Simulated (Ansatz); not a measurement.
**Ionic part of the dielectric constant of BN at 1 GPa, mode by mode**

These are results of Ansatz 0.2.0, DFT PBE+D3(BJ), scalar-relativistic, plane waves, PAW, not measurements. Cutoff 420 eV, 12×12×12 k-points (Γ-centred), fixed occupations. No spin polarisation. Phonons by linear response, acoustic sum rule imposed.

Symmetry: R3m, No. 160, trigonal system. Conventional cell: a = 2.504 Å, b = 2.504 Å, c = 9.599 Å, α = 90.00°, β = 90.00°, γ = 120.00°. Around B (site symmetry 3m) lie 3 N at 1.45 Å. N (site symmetry 3m) has 3 B at 1.45 Å as nearest neighbours.

The primitive cell has V = 17.37 Å³ and ε∞,zz = 2.834. Each polar mode adds Δε = (4.92064×10⁷/V)·S/ν² along z, with S its oscillator strength in e²/amu, ν in cm⁻¹ and V in Å³.

Question: From these modes, find each Δε and ε0,zz.
```csv
ν (cm⁻¹),S_zz (e²/amu)
741.6,0.094
1361.0,0.01427
```

Answer:
```tsv
ν (cm⁻¹)	Δε
741.6	0.48
1361.0	0.02
```

The sum is 0.506, so ε0,zz = 3.34; the run's tensor has 3.34.

Question: Where do the longitudinal modes lie for a wave vector along z?

Answer: At 802, 1367 cm⁻¹. The Lyddane–Sachs–Teller product Π(ν_LO/ν_TO)² = 1.18 matches ε0/ε∞ = 1.18.

This form isn't the usual stable structure of the compound.

Cost: 1 run of about 0.95 core-minutes, on Intel Xeon Platinum 8488C (Sapphire Rapids) (shared hosts).